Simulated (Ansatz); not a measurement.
**TiO₂ — coordination and Ti-49 quadrupole coupling**

Cell: a computed structure from the Materials Project (it need not be an observed phase), taken as it stands.

Space group C2/m (No. 12); a = 12.3072, b = 3.7669, c = 6.6162 Å, β = 106.95°.

```csv
site,Wyckoff,site symmetry,x,y,z
Ti1,4i,m,0.8047,0.0000,0.7162
Ti2,4i,m,0.0999,0.0000,0.7104
O5,4i,m,0.0584,0.0000,0.3700
O6,4i,m,0.6381,0.0000,0.7066
O7,4i,m,0.1328,0.0000,0.0047
O9,4i,m,0.7365,0.0000,0.3475
```

One atom of each set is listed; the run and its k-mesh use a cell of 12 atoms with edges of 6.44, 6.44, 6.62 Å.

The numbers come from a DFT calculation in Ansatz (PBE, plane waves and PAW, scalar-relativistic, 420 eV cutoff, Γ-centred 7×7×4 k-points, Fermi–Dirac smearing 0.02 eV).

Q(Ti-49) = 247.0 mb.

**Question.** Order the Ti environments from the weakest to the strongest quadrupole coupling.
A. Ti2: 6 O at 1.86–2.16 Å
B. Ti1: 5 O at 1.78–2.03 Å; also 1 O at 2.34 Å

**Answer.** B (2.75 MHz, η = 0.68), A (10.6 MHz, η = 0.85).

Like point charges on the first shell alone (each adding as 1/d³) would put Ti1 above Ti2: the covalent part of each bond and the atoms beyond the first shell count as well.
